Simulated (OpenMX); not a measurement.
The system is ZnSe (Stilleite).

```xyz
2
Lattice="0.0000 2.8338 2.8338 2.8338 0.0000 2.8338 2.8338 2.8338 0.0000" Properties=species:S:1:pos:R:3 pbc="T T T"
Se    4.2507    4.2507    4.2507
Zn    0.0000    0.0000    0.0000
```

Base run:

- Program: OpenMX 3.8.5
- Functional: PBE
- Potentials or basis: OpenMX 2013 PBE set, Se7.0-s3p2d1, Zn6.0H-s2p2d1, grid cutoff 500 Ry
- k mesh: 9 × 9 × 9
- Occupations: fermi-dirac, width 0.05 eV
- Spin: no spin polarisation

Its results: band gap on the k mesh 1.67 eV, direct; pressure 6.0 GPa.

Task: The run is repeated on the same cell with these changes: potentials or basis from OpenMX 2013 PBE set, Se7.0-s3p2d1, Zn6.0H-s2p2d1, grid cutoff 500 Ry to OpenMX 2013 PBE set, Se7.0-s3p2d2, Zn6.0H-s3p2d2, grid cutoff 500 Ry. What comes out?

Result: Band gap on the k mesh 1.61 eV, direct; pressure 4.8 GPa.

Caveats: the basis of atomic orbitals isn't converged, which shifts pressures, moduli and gaps; the transition metal has a single d function, too few for pressures, volumes and moments (some runs).
